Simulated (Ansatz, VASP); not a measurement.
**HfO2 in VASP and in Ansatz**

File INCAR:

```
  PREC = Accurate
  ENCUT = 520
  EDIFF = 1E-6
  ISMEAR = -1
  SIGMA = 0.05
  LREAL = F
  LASPH = T
  NELM = 100
  ALGO = Normal
  ISIF = 2
  LWAVE = F
  LCHARG = T
  GGA = CA
  LELF = T
  LVHAR = T
  NBANDS = 18
```

Contents of KPOINTS:

```
Automatic mesh
0
Gamma
  9 9 9
```

The input POSCAR:

```
HfO2
1.0
    0.0000000000      2.5744375797      2.5744375797
    2.5744375797      0.0000000000      2.5744375797
    2.5744375797      2.5744375797      0.0000000000
Hf O
1 2
Direct
    0.0000000000      0.0000000000      0.0000000000
    0.7500000000      0.7500000000      0.7500000000
    0.2500000000      0.2500000000      0.2500000000
```

The input input.yaml:

```yaml
crystal:
  lattice:
    - [0.0, 2.5744375797, 2.5744375797]
    - [2.5744375797, 0.0, 2.5744375797]
    - [2.5744375797, 2.5744375797, 0.0]
  atoms:
    - { symbol: Hf, position: [0.0, 0.0, 0.0] }
    - { symbol: O, position: [0.75, 0.75, 0.75] }
    - { symbol: O, position: [0.25, 0.25, 0.25] }
kpoints:
  mp_grid: { grid: [9, 9, 9] }
scf:
  occupations: { method: fermi_dirac, width: 0.05 }
hamiltonian:
  xc: lda
  pseudopotentials: { kind: all_electron, lapw: { basis_error: 0.002 } }
output:
  forces: true
  stress: true
  eigenvalues: true
```

Change from the starting cell: volume scaled by 1.02.

Alike in both runs: task single point; functional LDA; k mesh 9 × 9 × 9; occupations fermi-dirac, width 0.05 eV; no spin polarisation.

```csv
,VASP,Ansatz
version,VASP 6.6.1,Ansatz 0.2.0
potentials or method,"VASP PAW LDA potentials, release 64 (Hf_pv, O)","all-electron LAPW, scalar-relativistic"
plane-wave cutoff (eV),520,see its input
```

Ansatz gave:

* gap on the k mesh at the Fermi level (eV): 3.56
* least direct gap on the mesh (eV): 3.68
* pressure (GPa): -20.5

Question: What did VASP give for the same quantities?

Answer: gap on the k mesh at the Fermi level (eV): 3.58; least direct gap on the mesh (eV): 3.69; pressure (GPa): -23.1.

Ansatz ran all-electron here, so the differences hold the error of VASP's frozen core and of both bases.

Caveats: spin-orbit coupling is left out, which moves the levels of the heavy elements; an odd mesh through Γ misses points on the zone boundary, where band edges often lie; so large a pressure means that the cell lies far from this level's equilibrium, or that cutoff or potentials fall short (VASP).
